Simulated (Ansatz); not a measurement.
A trial structure of BAs was built thus: 4-connected net, two elements alternating (Pmmm, No. 47). Lengths were set from tabulated atomic sizes, so they are only a guess.

```xyz
6
Lattice="2.9672 0.0000 0.0000 0.0000 3.3493 0.0000 0.0000 0.0000 7.7386" Properties=species:S:1:pos:R:3 pbc="T T T"
B     1.4836    1.6747    1.3779
B     1.4836    1.6747    6.3608
B     0.0000    0.0000    3.8693
As    1.4836    0.0000    2.4915
As    0.0000    1.6747    0.0000
As    1.4836    0.0000    5.2472
```

Theory: Ansatz, DFT PBE, scalar-relativistic, plane waves, PAW. Cutoff 420 eV, Gaussian smearing, Γ-centred meshes. Cell and atoms relax first on a coarse mesh and then on a finer one. In between, the cell is made exact in the group found at 0.06 Å. In metals the finer mesh still leaves noise of several meV/atom or more. The steps can't lower the symmetry of their start. No spin polarisation.

A guess keeps its type if space group and coordination stay and the shape of the cell changes little (axis ratios within about 15 %, angles within 6°); the volume may change.

Question: Does this structure survive the relaxation?

Answer: It keeps its type. The symmetry stays Pmmm (No. 47). The volume per atom grows by 13.7 %, from 12.8 to 14.6 Å³. The shortest distance goes from 2.01 Å (B–As) to 2.05 Å (B–As). Counting neighbours within 15 % of an atom's shortest distance, the start has As 4, B 4 and the end As 4, B 4.

Formation energies are uncorrected and refer to the elements' standard structures at the same level.

Question: At what energy does it end?

Answer: +0.68 eV/atom. The separate elements lie lower, so it is unstable against them.

The last run used a 12×12×6 mesh (in the run's order of axes) for its 6-atom cell and Gaussian smearing of 0.10 eV. The reference form of As is held partly by dispersion forces, which this level lacks. Symmetry constrained the relaxation, so the result can be a saddle point.
